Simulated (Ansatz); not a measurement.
Task: a comparison of functionals at one structure of Na₂S, space group Fm-3m, with Ansatz 0.2.0, Python API. Give the script and its output. Settings (first run): PBE, PAW, cutoff 517 eV, 6×6×6 k-points, fixed occupations. The script varies functional: pbe, revpbe, r2scan, blyp, pbesol.

```
CELL_PARAMETERS angstrom
0.00000 3.27350 3.27350
3.27350 0.00000 3.27350
3.27350 3.27350 0.00000
ATOMIC_POSITIONS crystal
Na 0.25000 0.25000 0.25000
Na 0.75000 0.75000 0.75000
S 0.00000 0.00000 0.00000
```

`na2s_xc.py`:
```python
import csv

import ansatz as az
from ase import Atoms


def main() -> None:
    atoms = Atoms(
        ["Na", "Na", "S"],
        scaled_positions=[
            (0.25, 0.25, 0.25),
            (0.75, 0.75, 0.75),
            (0.0, 0.0, 0.0),
        ],
        cell=[
            (0.0, 3.2735, 3.2735),
            (3.2735, 0.0, 3.2735),
            (3.2735, 3.2735, 0.0),
        ],
        pbc=True,
    )
    xtal = az.Crystal.from_ase(atoms)

    job = (
        xtal.calculation()
        .basis(19 * az.Ha)
        .kpoints(6, 6, 6, center="gamma")
        .occupations("Fixed")
        .pseudopotentials("paw")
        .band_table()
    )

    rows = []
    for value in ["pbe", "revpbe", "r2scan", "blyp", "pbesol"]:
        data = job.functional(value).run(threads=1, backend="cpu").report
        rows.append((value, data["free_energy_ev"] / len(data["lattice"]["sites"]), data["n_iterations"], data["gap_by_band_count_ev"], data["n_kpoints"]))

    with open("xc.csv", "w", newline="") as handle:
        writer = csv.writer(handle)
        writer.writerow(["functional", "F/atom (eV)", "iterations", "gap by band count (eV)", "k-points"])
        writer.writerows([round(v, 5) if isinstance(v, float) else v for v in row] for row in rows)
    print(open("xc.csv").read())


if __name__ == "__main__":
    main()
```

Running `python na2s_xc.py` prints:
```text
functional,F/atom (eV),iterations,gap by band count (eV),k-points
pbe,-1292.71451,8,2.47888,16
revpbe,-1294.84036,6,2.66631,16
r2scan,-1295.62133,6,3.0301,16
blyp,-1296.34334,7,2.57341,16
pbesol,-1279.94795,6,2.36137,16
```

Notes:
- Semilocal gaps usually lie well under measured ones.
- The starting cell is as deposited in a crystallographic database; the results hold for this polymorph, which needn't be the stable one.
- Levels are Kohn-Sham eigenvalues on this mesh.
- Total energies of different functionals can't be compared; pressures, moments and gaps at this one structure can.
- Finished in 6.9 s on 1 thread of Arm Neoverse V2, with other jobs on the host, peak memory 0.5 GiB.
